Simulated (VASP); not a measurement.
Wanted: the native input for a VASP 6.6.1 run.

```
Task                   : electrostatic potential
Functional             : PBEsol
Potentials or basis    : VASP PAW PBE potentials, release 64 (Ga_d, As)
Cutoff                 : 520 eV
k mesh                 : 10 × 10 × 10
Occupations            : gaussian, width 0.02 eV
Spin                   : no spin polarisation
Further INCAR settings : ALGO = Fast; EDIFF = 1e-06
```

The structure of GaAs lies in POSCAR:

```
GaAs                                    
1.0
    0.0000000000      2.8315368877      2.8315368877
    2.8315368877     -0.0000000000      2.8315368877
    2.8315368877      2.8315368877      0.0000000000
  Ga              As            
     1     1
Direct
     0.0000000000000000    0.0000000000000000    0.0000000000000000
     0.2500000000000000    0.2500000000000000    0.2500000000000000
```

The cell was built by a generator and needn't be a form met in nature.

One way to write it, as run:

INCAR

```
PREC     = Accurate       # precision mode
ENCUT    = 520            # plane-wave cutoff, eV
EDIFF    = 1E-6           # SCF threshold, eV
ISMEAR   = 0              # smearing method
SIGMA    = 0.02           # smearing width, eV
LREAL    = False          # projectors in reciprocal space
LASPH    = True           # aspherical terms in the spheres
NELM     = 60             # most SCF steps
ALGO     = Fast           # electronic algorithm
ISIF     = 2              # what is computed and relaxed
LWAVE    = False          # write WAVECAR
LCHARG   = True           # write CHGCAR
GGA      = PS             # functional
LVHAR    = True
```

KPOINTS

```
regular mesh
0
Gamma
  10 10 10
```

Potentials or basis: VASP PAW PBE potentials, release 64 (Ga_d, As).

Launch:

```console
$ cat potpaw_PBE.64/Ga_d/POTCAR potpaw_PBE.64/As/POTCAR > POTCAR
$ mpirun -np 1 vasp_std > vasp.out
```

It gave:

```yaml
Pressure: 0.0 GPa
Band_gap_on_the_k_mesh: 0.42 eV, direct
```

Caveat: the PAW data sets were made with another functional, which shifts forces and pressure a little.

It took 14 s on 1 thread of AMD EPYC 9R45 96-Core Processor (Zen 5), on a shared host, peak memory 0.15 GiB.
